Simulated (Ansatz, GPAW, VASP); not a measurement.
# One calculation of Al, 4 ways

```
CELL_PARAMETERS angstrom
0.00000 2.02481 2.02481
2.02481 0.00000 2.02481
2.02481 2.02481 0.00000
ATOMIC_POSITIONS crystal
Al 0.00000 0.00000 0.00000
```

Alike in all runs: task band structure; functional revPBE; k mesh 11 × 11 × 11; occupations fermi-dirac, width 0.05 eV; no spin polarisation; no spin-orbit coupling. Pressure is positive in compression and, in plane waves, holds the error of the finite cutoff, which Ansatz's Pulay term estimates and takes out.

```
                                                    program and potentials  plane-wave cutoff (eV)                                                                                   notes  pressure (GPa)
                                                        Ansatz, Ansatz PAW                     420  potentials made for PBE, which Ansatz adapts in part; Pulay term of +0.07 GPa included            0.70
                            Ansatz, all-electron LAPW, scalar-relativistic                       -                                                                                       -            0.71
                                            VASP, PBE PAW files Al, 520 eV                     520                                                                 potentials made for PBE            0.53
GPAW, the program's PAW data sets (release 1.2.1) made for this functional                     600                                                                                       -            0.84
```

The pressure spans 0.53 (VASP, PBE PAW files Al, 520 eV) to 0.84 GPa (GPAW, the program's PAW data sets (release 1.2.1) made for this functional), with all-electron results at 0.71. Some sets were made for another functional than the one run, which can shift their rows.

The functional is the same throughout but for its coding, so the spread measures potentials, basis and numerics; runs on potential files found faulty are left out.
